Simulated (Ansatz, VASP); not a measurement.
# Sb in VASP and in Ansatz

```
CELL_PARAMETERS angstrom
2.47127 -2.70053 0.00000
2.47127 2.70053 0.00000
0.00000 0.00000 4.43457
ATOMIC_POSITIONS crystal
Sb 0.75000 0.25000 0.80721
Sb 0.25000 0.75000 0.19279
```

Alike in both runs: functional PBE; k mesh 6 × 6 × 4; occupations gaussian, width 0.1 eV; no spin polarisation.

Ansatz relaxed the structure, and its values are those at the end. VASP's run is a single point on that final structure, the one shown.

```csv
,VASP,Ansatz
version,VASP 6.6.1,Ansatz 0.2.0
potentials or method,"VASP PAW PBE potentials, release 64 (Sb)","scalar-relativistic, plane waves, PAW"
plane-wave cutoff (eV),520,420
valence electrons in the cell,10,30
```

|  | VASP | Ansatz | Ansatz less VASP |
| --- | --- | --- | --- |
| gap on the k mesh at the Fermi level (eV) | none | none | - |
| pressure (GPa) | 0.0 | 0.0 | +0.05 |
| rms of the force components (eV/Å) | 0.005 | 0.007 | +0.0020 |

A gap of «none» marks a metal or a gap that the smearing closes. With one functional, cell and mesh, what is left measures potentials, basis and numerics. The two sets of potentials don't hold the same shells in valence.

The runs have no spin-orbit coupling, so splittings on Sb are missing.
